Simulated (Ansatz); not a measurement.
# MoS2 under changes of volume

One of the cells (50.735 Å³/atom); the others are scaled copies at fixed shape and fractional positions:

```
Mo S
1.0
     3.18413    0.00000    0.00000
    -1.59206    2.75753    0.00000
     0.00000    0.00000   17.33460
Mo S
1 2
Direct
  0.00000 0.00000 0.00000
  0.33333 0.66667 0.91051
  0.33333 0.66667 0.08949
```

```yaml
Program: Ansatz 0.2.0
Functional: PBE
Potentials_or_basis: Ansatz PAW
Cutoff: "420 eV (not typed: the program's choice for these potentials)"
k_mesh: 10 × 10 × 2
Occupations: fermi-dirac, width 0.05 eV
Spin: no spin polarisation
```

```csv
volume (Å³/atom),energy over the lowest point (meV/atom),gap on the mesh (eV),largest force (eV/Å)
47.690,40.94,1.90,1.346
48.705,19.38,1.84,0.940
49.720,?,?,?
50.735,0.00,1.73,0.217
51.749,0.60,1.68,0.103
52.764,7.13,1.63,0.400
53.779,18.99,1.58,0.675
```

What does the run at 49.720 Å³/atom give?

Energy over the lowest point 6.01 meV/atom; gap on the mesh 1.79 eV; largest force 0.564 eV/Å.

Worked out: A Birch-Murnaghan fit of order 3 (a polynomial in V^(-2/3)) to the other rows has its minimum at 51.14 Å³/atom with B0 = V·E''(V) = 50 GPa and B' = 4.4 at fixed shape and positions, which overstates the stiffness. It gives 6.01 meV/atom at 49.720 Å³/atom, against the run's 6.01. A straight line through the other rows of the gap, of slope -2.65 eV per unit of ln V, gives 1.79 eV, against the run's 1.79.

Energies are extrapolated to zero smearing.

A mesh can miss the band edges. Spin-orbit coupling on Mo is left out.
